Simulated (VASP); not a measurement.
A run of VASP 6.6.1 is set up as follows.

INCAR

```
ALGO = Normal
EDIFF = 1E-7
EDIFFG = -0.005
ENCUT = 600
GGA = PS
IBRION = 2
ISIF = 3
ISMEAR = 0
LASPH = T
LCHARG = F
LREAL = F
LWAVE = F
NELM = 60
NSW = 90
PREC = Accurate
SIGMA = 0.02
```

The input KPOINTS:

```
k-points
0
Gamma
  4 4 4
```

Contents of POSCAR:

```
ZnSe
1.0
    0.0000000000      2.8324425400      2.8324425400
    2.8324425400      0.0000000000      2.8324425400
    2.8324425400      2.8324425400      0.0000000000
Zn Se
1 1
Direct
    0.0000000000      0.0000000000      0.0000000000
    0.2500000000      0.2500000000      0.2500000000
```

Potentials or basis: VASP PAW PBE potentials, release 64 (Zn, Se).

Launch:

```bash
$ cat potpaw_PBE.64/Zn/POTCAR potpaw_PBE.64/Se/POTCAR > POTCAR
$ mpirun -np 1 vasp_std > vasp.out
```

Problem. Predict the band gap on the k mesh.

Solution. 1.19 eV, direct.

Problem. Predict the relaxed cell.

Solution. a = 3.996 Å, b = 3.996 Å, c = 3.996 Å, α = 60.00°, β = 60.00°, γ = 60.00°.

Step by step:
| step | energy change (eV) | largest force (eV/Å) | pressure (GPa) | volume (Å³) |
| --- | --- | --- | --- | --- |
| 1 | 0.0000 | 0.0000 | -0.46 | 45.45 |
| 2 | -0.0004 | 0.0000 | 0.14 | 45.02 |
| 3 | -0.0005 | 0.0000 | 0.02 | 45.12 |

Caveat: the k mesh is coarse (spacing up to 0.48 Å⁻¹), so the values aren't converged; the PAW data sets were made with another functional, which shifts forces and pressure a little.
